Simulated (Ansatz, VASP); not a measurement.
# Two plane-wave programs on Sb

```xyz
2
Lattice="2.1998 1.2700 3.9825 -2.1998 1.2700 3.9825 0.0000 -2.5401 3.9825" Properties=species:S:1:pos:R:3 pbc="T T T"
Sb    0.0000    0.0000    2.7520
Sb    0.0000    0.0000    9.1956
```

Alike in both runs: functional RPBE; k mesh 9 × 9 × 9; occupations fermi-dirac, width 0.1 eV; no spin polarisation.

Ansatz relaxed the structure, and its values are those at the end. VASP's run is a single point on that final structure, the one shown.

|  | VASP | Ansatz |
| --- | --- | --- |
| version | VASP 6.6.1 | Ansatz 0.2.0 |
| potentials or method | VASP PAW PBE potentials, release 64 (Sb) | plane waves (420 eV) with PAW, scalar-relativistic |
| plane-wave cutoff (eV) | 520 | 420 |
| valence electrons in the cell | 10 | 30 |

|  | VASP | Ansatz | Ansatz less VASP |
| --- | --- | --- | --- |
| pressure (GPa) | 0.0 | 0.0 | +0.01 |
| rms of the force components (eV/Å) | 0.021 | 0.003 | -0.0180 |

The two sets of potentials don't hold the same shells in valence.

Caveats: the PAW data sets were made with another functional, which shifts forces and pressure a little (VASP).
